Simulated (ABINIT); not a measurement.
Runs of ABINIT 10.8.3 (patched build) on MgS (Niningerite). It takes space group Fm-3m (No. 225, cubic). The conventional cell has a = 5.203 Å, b = 5.203 Å, c = 5.203 Å, α = 90.00°, β = 90.00°, γ = 90.00°. S (site symmetry m-3m) is surrounded by 6 Mg at 2.60 Å. Mg (site symmetry m-3m) is surrounded by 6 S at 2.60 Å. 

```csv
task,level,potentials or basis,cell,cutoff (eV),fine-grid cutoff,gap on the mesh (eV),pressure (GPa)
band structure,LDA,JTH PAW LDA v2.0,as given,544,1088.46 eV,(a),-3.3
band structure,PBE,JTH PAW PBE v2.0,as given,544,1088.46 eV,2.91,1.1
single point,PBEsol,PseudoDojo NC SR PBEsol v0.4.1 standard,"atoms moved at random, drawn with an rms of 0.05 Å",1143,-,2.83,-0.6
band structure,PBEsol,JTH PAW PBE v2.0,as given,544,1088.46 eV,2.83,(b)
```

Alike in all rows: no spin polarisation; k mesh 9 × 9 × 9; smearing fermi-dirac 0.05 eV.

**Question.** Fill in the values left out.

**Answer.** (a) 2.70; (b) -1.0.

Caveats: the mesh misses the band edges, which the band path finds closer together (some runs); an odd mesh through Γ misses points on the zone boundary, where band edges often lie (some runs); the PAW data sets were made with another functional, which shifts forces and pressure a little (some runs).
